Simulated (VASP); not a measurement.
# Ga2O3 (C2/m) in VASP: settings compared, part 2 of 2

VASP 6.6.1.

**3. Relaxation of cell and atoms, PBE+D3(BJ)**

This run uses another cell than the first one, of 10.79 Å³/atom, 1.033 times its volume.

INCAR

```
SYSTEM = Ga2O3
ALGO = Normal
EDIFF = 1E-7
EDIFFG = -0.005
ENCUT = 600
GGA = PE
IBRION = 2
ISIF = 3
ISMEAR = 0
IVDW = 12
KPAR = 4
LASPH = .True.
LCHARG = .False.
LREAL = .False.
LWAVE = .False.
NELM = 80
NSW = 90
PREC = Accurate
SIGMA = 0.03
```

KPOINTS

```
k-points
0
Gamma
  10 10 6
  0 0 0
```

POSCAR

```
Ga2O3                                   
1.0
    6.1816157578     -1.5348396697      0.0105306878
    6.1816157578      1.5348396697      0.0105306878
   -1.3932176462      0.0000000000      5.6831871490
  Ga              O             
     4     6
Direct
     0.0904938206772548    0.0904938206772548    0.7951832386736732
     0.9095061793227451    0.9095061793227451    0.2048167613263267
     0.6587431143468832    0.6587431143468832    0.3137514467366694
     0.3412568856531167    0.3412568856531167    0.6862485532633307
     0.1656190169883775    0.1656190169883775    0.1088336497068648
     0.8343809830116227    0.8343809830116227    0.8911663502931352
     0.1731344405399558    0.1731344405399558    0.5627700457364571
     0.8268655594600444    0.8268655594600444    0.4372299542635429
     0.4961645085043320    0.4961645085043320    0.2555811880123165
     0.5038354914956680    0.5038354914956680    0.7444188119876838
```

Potentials or basis: VASP PAW PBE potentials, release 64 (Ga_d, O).

Run with:

```bash
$ cat potpaw_PBE.64/Ga_d/POTCAR potpaw_PBE.64/O/POTCAR > POTCAR
$ mpirun -np 4 vasp_std > vasp.out
```

OUTCAR:

```text
SYSTEM = Ga2O3
   EDIFF = 1E-7
   EDIFFG = -0.005
   ENCUT = 600
   GGA = PE
   IBRION = 2
   ISIF = 3
   ISMEAR = 0
   IVDW = 12
   LASPH = .True.
   LREAL = .False.
   NELM = 80
   NSW = 90
   PREC = Accurate
 IVDW          = 12

 ion  position               nearest neighbor table
   1  0.090  0.090  0.795-   5 1.85  10 1.86  10 1.86   7 1.88
   2  0.910  0.910  0.205-   6 1.85   9 1.86   9 1.86   8 1.88
   3  0.659  0.659  0.314-   9 1.96   5 1.96   5 1.96   8 2.03   7 2.09   7 2.09
   4  0.341  0.341  0.686-  10 1.96   6 1.96   6 1.96   7 2.03   8 2.09   8 2.09
   5  0.166  0.166  0.109-   1 1.85   3 1.96   3 1.96
   6  0.834  0.834  0.891-   2 1.85   4 1.96   4 1.96
   7  0.173  0.173  0.563-   1 1.88   4 2.03   3 2.09   3 2.09
   8  0.827  0.827  0.437-   2 1.88   3 2.03   4 2.09   4 2.09
   9  0.496  0.496  0.256-   2 1.86   2 1.86   3 1.96
  10  0.504  0.504  0.744-   1 1.86   1 1.86   4 1.96

  LATTYP: Found a base centered monoclinic cell.
 ALAT       =    12.3632494551
 B/A-ratio  =     0.2482906578
 C/A-ratio  =     0.4732952687
 COS(beta)  =    -0.2364422352

  Lattice vectors:

 A1 = (   6.1816157578,  -1.5348396697,   0.0105306878)
 A2 = (   6.1816157578,   1.5348396697,   0.0105306878)
 A3 = (  -1.3932176462,   0.0000000000,   5.6831871490)

Analysis of symmetry for initial positions (statically):
=====================================================================
 Subroutine PRICEL returns:
 Original cell was already a primitive cell.

 Routine SETGRP: Setting up the symmetry group for a
 base centered monoclinic supercell.

 Subroutine GETGRP returns: Found  4 space group operations
 (whereof  4 operations were pure point group operations)
 out of a pool of  4 trial point group operations.

The static configuration has the point symmetry C_2h.

Analysis of symmetry for dynamics (positions and initial velocities):
=====================================================================
 Subroutine PRICEL returns:
 Original cell was already a primitive cell.

 Routine SETGRP: Setting up the symmetry group for a
 base centered monoclinic supercell.

 Subroutine GETGRP returns: Found  4 space group operations
 (whereof  4 operations were pure point group operations)
 out of a pool of  4 trial point group operations.

The dynamic configuration has the point symmetry C_2h.

 Subroutine INISYM returns: Found  4 space group operations
 (whereof  4 operations are pure point group operations),
 and found     1 'primitive' translations

----------------------------------------------------------------------------------------

                                     Primitive cell

  volume of cell :     107.8868

  direct lattice vectors                    reciprocal lattice vectors
     6.181615758 -1.534839670  0.010530688     0.080851236 -0.325766925  0.019820457
     6.181615758  1.534839670  0.010530688     0.080851236  0.325766925  0.019820457
    -1.393217646  0.000000000  5.683187149    -0.000299627  0.000000000  0.175884152

  length of vectors
     6.369318416  6.369318416  5.851467472     0.336234832  0.336234832  0.175884407

  position of ions in fractional coordinates (direct lattice)
     0.090493821  0.090493821  0.795183239
     0.909506179  0.909506179  0.204816761
     0.658743114  0.658743114  0.313751447
     0.341256886  0.341256886  0.686248553
     0.165619017  0.165619017  0.108833650
     0.834380983  0.834380983  0.891166350
     0.173134441  0.173134441  0.562770046
     0.826865559  0.826865559  0.437229954
     0.496164509  0.496164509  0.255581188
     0.503835491  0.503835491  0.744418812

  ion indices of the primitive-cell ions
   primitive index   ion index
                 1           1
                 2           2
                 3           3
                 4           4
                 5           5
                 6           6
                 7           7
                 8           8
                 9           9
                10          10

----------------------------------------------------------------------------------------

 KPOINTS: k-points

Automatic generation of k-mesh.
 Grid dimensions read from file:
 generate k-points for:   10   10    6

 Generating k-lattice:

  Cartesian coordinates                     Fractional coordinates (reciprocal lattice)
     0.008085124 -0.032576693  0.001982046     0.100000000 -0.000000000  0.000000000
     0.008085124  0.032576693  0.001982046    -0.000000000  0.100000000  0.000000000
    -0.000049938  0.000000000  0.029314025     0.000000000  0.000000000  0.166666667

  Length of vectors
     0.033623483  0.033623483  0.029314068

  Shift w.r.t. Gamma in fractional coordinates (k-lattice)
     0.000000000  0.000000000  0.000000000

 Subroutine IBZKPT returns following result:
 ===========================================

 Found    172 irreducible k-points:

 Following reciprocal coordinates:
            Coordinates               Weight
  0.000000  0.000000  0.000000      1.000000
  0.100000 -0.000000  0.000000      4.000000
  0.200000 -0.000000  0.000000      4.000000
  0.300000  0.000000  0.000000      4.000000
  0.400000 -0.000000  0.000000      4.000000
  0.500000  0.000000 -0.000000      2.000000
[... 16 lines left out ...]
  0.300000  0.300000  0.000000      2.000000
  0.400000  0.300000  0.000000      4.000000
 [... further k-points ...]
   k-points           NKPTS =    172   k-points in BZ     NKDIM =    172   number of bands    NBANDS=     52
   number of dos      NEDOS =    301   number of ions     NIONS =     10
   total plane-waves  NPLWV = 139968
   dimension x,y,z NGX =    54 NGY =   54 NGZ =   48
   dimension x,y,z NGXF=   108 NGYF=  108 NGZF=   96
   ions per type =               4   6
   NGX,Y,Z   is equivalent  to a cutoff of  14.09, 14.09, 13.64 a.u.
   NGXF,Y,Z  is equivalent  to a cutoff of  28.19, 28.19, 27.27 a.u.
 SYSTEM =  Ga2O3
   PREC   = accura    normal or accurate (medium, high low for compatibility)
   ISTART =      0    job   : 0-new  1-cont  2-samecut
   ICHARG =      2    charge: 1-file 2-atom 10-const
   ISPIN  =      1    spin polarized calculation?
   LNONCOLLINEAR =      F non collinear calculations
   LSORBIT =      F    spin-orbit coupling
   LASPH  =      T    aspherical Exc in radial PAW
   ENCUT  =  600.0 eV  44.10 Ry    6.64 a.u.  12.72 12.72 11.69*2*pi/ulx,y,z
   NELM   =     80;   NELMIN=  2; NELMDL= -5     # of ELM steps
   EDIFF  = 0.1E-06   stopping-criterion for ELM
   LREAL  =      F    real-space projection
   EDIFFG = -.5E-02   stopping-criterion for IOM
   NSW    =     90    number of steps for IOM
   IBRION =      2    ionic relax: 0-MD 1-quasi-New 2-CG
   NFREE  =      1    steps in history (QN), initial steepest desc. (CG)
   ISIF   =      3    stress and relaxation
   ISYM   =      2    0-nonsym 1-usesym 2-fastsym
   POTIM  = 0.5000    time-step for ionic-motion
   TEBEG  =    0.0;   TEEND  =   0.0 temperature during run
   PSTRESS=    0.0 pullay stress
   NELECT =      88.0000    total number of electrons
   NUPDOWN=      -1.0000    fix difference up-down
   EMIN   =  10.00;   EMAX   =-10.00  energy-range for DOS
   EFERMI =   0.00;   METHOD = LEGACY
   ISMEAR =     0;   SIGMA  =   0.03  broadening in eV -4-tet -1-fermi 0-gaus
   EFERMI_NEDOS =   21; number of points for ismear=-14 and -15
   IALGO  =     38    algorithm
   IMIX   =      4    mixing-type and parameters
     AMIX     =   0.40;   BMIX     =  1.00
     AMIX_MAG =   1.60;   BMIX_MAG =  1.00
  volume/ion in A,a.u.               =      10.79        72.81
  Fermi-wavevector in a.u.,A,eV,Ry     =   1.529606  2.890536 31.833482  2.339695
  Thomas-Fermi vector in A             =   2.637204
   LORBIT       =      0    0 simple, 1 ext, 2 COOP (PROOUT), +10 PAW based schemes
   GGA     = PE    functional components
   LHFCALC =     F    Hartree Fock is set to
   AEXX    =    0.0000 exact exchange contribution
   IVDW    =    12    specifies the selected vdW correction
   LEPSILON=     F    determine dielectric tensor
   LRPA    =     F    only Hartree local field effects (RPA)
 conjugate gradient relaxation of ions
 non-spin polarized calculation
 Gauss-broadening in eV      SIGMA  =   0.03
  energy-cutoff  :      600.00
  volume of cell :      107.89
 maximum number of plane-waves:      3624
 NGX is ok and might be reduce to    54
   NGX = 25   NGY = 25   NGZ = 23

--------------------------------------- Ionic step        1  -------------------------------------------

 number of electron      88.0000005 magnetization

 Free energy of the ion-electron system (eV)
  ---------------------------------------------------
  ext. energy  EPLUGINS =         0.00000000
  ---------------------------------------------------
  free energy    TOTEN  =       -59.67168873 eV

  energy without entropy =      -59.67168873  energy(sigma->0) =      -59.67168873

------------------------ aborting loop because EDIFF is reached ----------------------------------------

 Edisp (eV)   -1.93929

 E8    (eV) :    -0.7608
[... 135 lines left out ...]
--------------------------------------- Ionic step        4  -------------------------------------------

 number of electron      88.0000005 magnetization

 Free energy of the ion-electron system (eV)
  ---------------------------------------------------
  ext. energy  EPLUGINS =         0.00000000
  ---------------------------------------------------
  free energy    TOTEN  =       -59.67111620 eV

  energy without entropy =      -59.67111620  energy(sigma->0) =      -59.67111620

 E-fermi :   3.8015     XC(G=0): -11.4689

 val. band max:        3.5946703690   @ k =   0.5000   0.4000   0.5000
 cond. band min:       5.7134289273   @ k =   0.0000   0.0000   0.0000
 fundamental gap:      2.1187585582
 Fermi energy:         3.8014632264

 k-point     1 :       0.0000    0.0000    0.0000
  band No.  band energies     occupation
      1     -15.1333      2.00000
      2     -14.0341      2.00000
      3     -14.0076      2.00000
      4     -13.8941      2.00000
      5     -13.4483      2.00000
      6     -13.4425      2.00000
[... 1309 lines left out ...]
     51      12.6254      0.00000
     52      13.2832      0.00000

 [... further k-points ...]

------------------------ aborting loop because EDIFF is reached ----------------------------------------

 Edisp (eV)   -1.93987

 E8    (eV) :    -0.7610
[... 33 lines left out ...]
  FREE ENERGIE OF THE ION-ELECTRON SYSTEM (eV)
  ---------------------------------------------------
  free  energy   TOTEN  =       -61.6109903409 eV

  energy  without entropy=      -61.6109903409  energy(sigma->0) =      -61.61099034

 reached required accuracy - stopping structural energy minimisation
```

It took 11 min on 4 MPI ranks of Intel Xeon 6975P-C (Granite Rapids), shared host; peak memory 0.99 GiB.

Results:

```yaml
Free_energy: -61.6110 eV
Relaxed_volume: 10.79 Å³/atom
Relaxed_cell: a = 6.368 Å, b = 6.368 Å, c = 5.851 Å, α = 103.27°, β = 103.27°, γ = 27.89°
Space_group_after_relaxing_to_0.05_Å: C2/m (No. 12)
Energy_gained_by_relaxing: 0.0 meV/atom
Ionic_steps: 4
Pressure_after_relaxing: 0.0 GPa
Largest_force_after_relaxing: 0.005 eV/Å
Band_gap_on_the_k_mesh: 2.12 eV, indirect (least direct gap 2.15 eV)
Dispersion_energy_per_atom: -0.194 eV
```

Forces on the atoms (eV/Å):
```
Ga   0.004  0.000 -0.001
Ga  -0.004  0.000  0.001
Ga   0.005  0.000  0.000
Ga  -0.005  0.000  0.000
O    0.004  0.000 -0.002
O   -0.004  0.000  0.002
O   -0.004  0.000 -0.001
O    0.004  0.000  0.001
O    0.002  0.000  0.000
O   -0.002  0.000  0.000
```

Final structure:
```yaml
crystal:
  lattice:
    - [6.18060, -1.53472, 0.01027]
    - [6.18060, 1.53472, 0.01027]
    - [-1.39322, 0.00000, 5.68296]
  atoms:
    - { symbol: Ga, position: [0.09048, 0.09048, 0.79520] }
    - { symbol: Ga, position: [0.90952, 0.90952, 0.20480] }
    - { symbol: Ga, position: [0.65875, 0.65875, 0.31370] }
    - { symbol: Ga, position: [0.34125, 0.34125, 0.68630] }
    - { symbol: O, position: [0.16563, 0.16563, 0.10886] }
    - { symbol: O, position: [0.83437, 0.83437, 0.89114] }
    - { symbol: O, position: [0.17313, 0.17313, 0.56274] }
    - { symbol: O, position: [0.82687, 0.82687, 0.43726] }
    - { symbol: O, position: [0.49616, 0.49616, 0.25559] }
    - { symbol: O, position: [0.50384, 0.50384, 0.74441] }
```

A k mesh can miss the band edges. Expect the measured gap to be larger: semilocal functionals such as PBE lack the derivative discontinuity.

**4. Relaxation of cell and atoms, LDA**

INCAR

```
  PREC = Accurate
  ENCUT = 600
  EDIFF = 1E-6
  ISMEAR = 0
  SIGMA = 0.03
  LREAL = False
  LASPH = True
  NELM = 80
  ALGO = Normal
  ISIF = 3
  LWAVE = False
  LCHARG = False
  IBRION = 2
  NSW = 90
  EDIFFG = -0.01
  KPAR = 4
```

KPOINTS

```
Automatic mesh
0
Gamma
  10 10 6
```

POSCAR

```
Ga2O3
1.0
    6.1070000000     -1.5185500000      0.0000000000
    6.1070000000      1.5185500000      0.0000000000
   -1.3859888959      0.0000000000      5.6300087380
Ga O
4 6
Direct
    0.0905000000      0.0905000000      0.7946000000
    0.9095000000      0.9095000000      0.2054000000
    0.6586600000      0.6586600000      0.3140200000
    0.3413400000      0.3413400000      0.6859800000
    0.1645000000      0.1645000000      0.1098000000
    0.8355000000      0.8355000000      0.8902000000
    0.1733000000      0.1733000000      0.5632000000
    0.8267000000      0.8267000000      0.4368000000
    0.4959000000      0.4959000000      0.2566000000
    0.5041000000      0.5041000000      0.7434000000
```

Potentials or basis: VASP PAW LDA potentials, release 64 (Ga_d, O).

Run with:

```bash
$ cat potpaw_LDA.64/Ga_d/POTCAR potpaw_LDA.64/O/POTCAR > POTCAR
$ mpirun -np 4 vasp_std > vasp.out
```

Wall time 1.6 h (4 MPI ranks of Intel Xeon Platinum 8375C at 2.90GHz (Ice Lake), shared host); peak memory 0.88 GiB.

It converged, with:

| Property | Result |
| --- | --- |
| Free energy | -68.2548 eV |
| Relaxed volume | 10.29 Å³/atom |
| Relaxed cell | a = 6.263 Å, b = 6.263 Å, c = 5.763 Å, α = 103.30°, β = 103.30°, γ = 27.93° |
| Space group after relaxing (to 0.05 Å) | C2/m (No. 12) |
| Energy gained by relaxing | 1.4 meV/atom |
| Ionic steps | 18 |
| Pressure after relaxing | 0.0 GPa |
| Largest force after relaxing | 0.008 eV/Å |
| Band gap on the k mesh | 2.44 eV, indirect (least direct gap 2.47 eV) |

Forces in eV/Å, atoms in the order of the input:
```
Ga  -0.002  0.000 -0.003
Ga   0.002  0.000  0.003
Ga   0.002  0.000  0.002
Ga  -0.002  0.000 -0.002
O    0.000  0.000  0.003
O    0.000  0.000 -0.003
O   -0.004  0.000 -0.006
O    0.004  0.000  0.006
O   -0.005  0.000 -0.005
O    0.005  0.000  0.005
```

Step by step:
```csv
step,energy change (eV),largest force (eV/Å),pressure (GPa),volume (Å³)
1,0.0000,0.0953,-2.65,104.42
2,-0.0017,0.1723,2.65,101.84
3,-0.0119,0.0851,0.05,103.08
4,-0.0119,0.0845,0.09,103.05
5,-0.0129,0.0593,0.02,103.02
6,-0.0129,0.0599,0.02,103.02
7,-0.0133,0.0374,-0.06,103.02
8,-0.0134,0.0512,-0.10,103.03
9,-0.0137,0.0204,0.00,102.97
10,-0.0137,0.0239,0.05,102.94
11,-0.0137,0.0265,0.05,102.93
12,-0.0138,0.0232,-0.06,102.94
13,-0.0139,0.0236,-0.11,102.96
14,-0.0139,0.0213,-0.01,102.93
15,-0.0140,0.0185,0.01,102.89
16,-0.0140,0.0322,0.16,102.79
17,-0.0140,0.0200,0.01,102.86
18,-0.0141,0.0075,0.04,102.86
```

Final structure:
```xyz
10
Lattice="6.0782 -1.5113 0.0072 6.0782 1.5113 0.0072 -1.3728 0.0000 5.5972" Properties=species:S:1:pos:R:3 pbc="T T T"
Ga    0.0121    0.0000    4.4524
Ga   10.7713    0.0000    1.1591
Ga    7.5784    0.0000    1.7693
Ga    3.2051    0.0000    3.8422
O     1.8685    0.0000    0.6150
O     8.9150    0.0000    4.9965
O     1.3326    0.0000    3.1473
O     9.4509    0.0000    2.4642
O     5.6846    0.0000    1.4390
O     5.0988    0.0000    4.1725
```

Levels at points of the mesh, in eV from the valence-band top:
| k point | band 41 | band 42 | band 43 | band 44 | band 45 | band 46 | band 47 | band 48 |
| --- | --- | --- | --- | --- | --- | --- | --- | --- |
| (0.00, 0.00, 0.00) | -0.70 | -0.52 | -0.30 | -0.02 | 2.44 | 5.62 | 6.60 | 6.75 |
| (0.50, 0.00, 0.00) | -0.79 | -0.75 | -0.48 | -0.12 | 5.54 | 6.48 | 7.20 | 7.43 |
| (0.50, 0.50, 0.00) | -0.71 | -0.69 | -0.42 | -0.17 | 4.57 | 4.85 | 5.64 | 6.54 |
| (0.00, 0.00, 0.50) | -0.73 | -0.67 | -0.51 | -0.31 | 4.80 | 4.89 | 6.73 | 7.15 |
| (0.50, 0.00, 0.50) | -1.15 | -1.12 | -0.77 | -0.69 | 6.87 | 6.89 | 7.76 | 7.93 |
| (0.50, 0.50, 0.50) | -0.68 | -0.62 | -0.62 | -0.02 | 5.21 | 5.28 | 6.26 | 6.54 |

**5. Relaxation of cell and atoms, LDA**

This run uses another cell than the first one, of 10.29 Å³/atom, 0.985 times its volume.

Changes to INCAR since step 4:

```diff
@@ -2,3 +2,3 @@
   ENCUT = 600
-  EDIFF = 1E-6
+  EDIFF = 1E-7
   ISMEAR = 0
@@ -14,3 +14,3 @@
   NSW = 90
-  EDIFFG = -0.01
+  EDIFFG = -0.005
   KPAR = 4
```

KPOINTS is that of step 4.

POSCAR

```
Ga2O3                                   
1.0
    6.0781515553     -1.5113186914      0.0071751119
    6.0781515553      1.5113186914      0.0071751119
   -1.3728420433      0.0000000000      5.5971532896
  Ga              O             
     4     6
Direct
     0.0908077973731743    0.0908077973731743    0.7952475668353530
     0.9091922026268257    0.9091922026268257    0.2047524331646471
     0.6589212299351909    0.6589212299351909    0.3144212163436600
     0.3410787700648091    0.3410787700648091    0.6855787836563401
     0.1660676933169725    0.1660676933169725    0.1094546678468375
     0.8339323066830278    0.8339323066830278    0.8905453321531624
     0.1730706315708711    0.1730706315708711    0.5618585636282578
     0.8269293684291289    0.8269293684291289    0.4381414363717422
     0.4965185227724874    0.4965185227724874    0.2558205228382132
     0.5034814772275129    0.5034814772275129    0.7441794771617868
```

Run with:

```bash
$ cat potpaw_LDA.64/Ga_d/POTCAR potpaw_LDA.64/O/POTCAR > POTCAR
$ mpirun -np 4 vasp_std > vasp.out
```

Wall time 18 min (4 MPI ranks of Intel Xeon Platinum 8375C at 2.90GHz (Ice Lake), shared host); peak memory 0.87 GiB.

It converged, with:

- Free energy: -68.2502 eV
- Relaxed volume: 10.29 Å³/atom
- Relaxed cell: a = 6.264 Å, b = 6.264 Å, c = 5.764 Å, α = 103.31°, β = 103.31°, γ = 27.93°
- Space group after relaxing (to 0.05 Å): C2/m (No. 12)
- Energy gained by relaxing: 0.0 meV/atom
- Ionic steps: 2
- Pressure after relaxing: -0.1 GPa
- Largest force after relaxing: 0.005 eV/Å
- Band gap on the k mesh: 2.44 eV, indirect (least direct gap 2.46 eV)

Forces on the atoms (eV/Å):
```
Ga   0.002  0.000  0.003
Ga  -0.002  0.000 -0.003
Ga  -0.001  0.000 -0.004
Ga   0.001  0.000  0.004
O   -0.002  0.000  0.001
O    0.002  0.000 -0.001
O   -0.003  0.000 -0.004
O    0.003  0.000  0.004
O   -0.002  0.000 -0.003
O    0.002  0.000  0.003
```

Final structure:
```
Ga O
1.0
     6.07861   -1.51169    0.00666
     6.07861    1.51169    0.00666
    -1.37342    0.00000    5.59798
Ga O
4 6
Direct
  0.09080 0.09080 0.79521
  0.90920 0.90920 0.20479
  0.65893 0.65893 0.31445
  0.34107 0.34107 0.68555
  0.16607 0.16607 0.10948
  0.83393 0.83393 0.89052
  0.17305 0.17305 0.56181
  0.82695 0.82695 0.43819
  0.49649 0.49649 0.25577
  0.50351 0.50351 0.74423
```

Levels at points of the mesh, in eV from the valence-band top:
| k point | band 40 | band 41 | band 42 | band 43 | band 44 | band 45 | band 46 | band 47 | band 48 | band 49 |
| --- | --- | --- | --- | --- | --- | --- | --- | --- | --- | --- |
| (0.00, 0.00, 0.00) | -0.70 | -0.70 | -0.52 | -0.30 | -0.02 | 2.44 | 5.62 | 6.59 | 6.74 | 7.66 |
| (0.50, 0.00, 0.00) | -1.35 | -0.79 | -0.75 | -0.48 | -0.12 | 5.54 | 6.47 | 7.19 | 7.43 | 7.93 |
| (0.50, 0.50, 0.00) | -1.16 | -0.71 | -0.69 | -0.42 | -0.17 | 4.57 | 4.84 | 5.64 | 6.54 | 7.88 |
| (0.00, 0.00, 0.50) | -1.46 | -0.73 | -0.68 | -0.51 | -0.31 | 4.80 | 4.89 | 6.73 | 7.14 | 7.65 |
| (0.50, 0.00, 0.50) | -1.29 | -1.15 | -1.12 | -0.77 | -0.69 | 6.86 | 6.89 | 7.75 | 7.93 | 8.36 |
| (0.50, 0.50, 0.50) | -0.74 | -0.68 | -0.62 | -0.62 | -0.02 | 5.20 | 5.28 | 6.25 | 6.54 | 6.85 |

A k mesh can miss the band edges. LDA gaps usually lie below the measured ones, often by a third to a half.
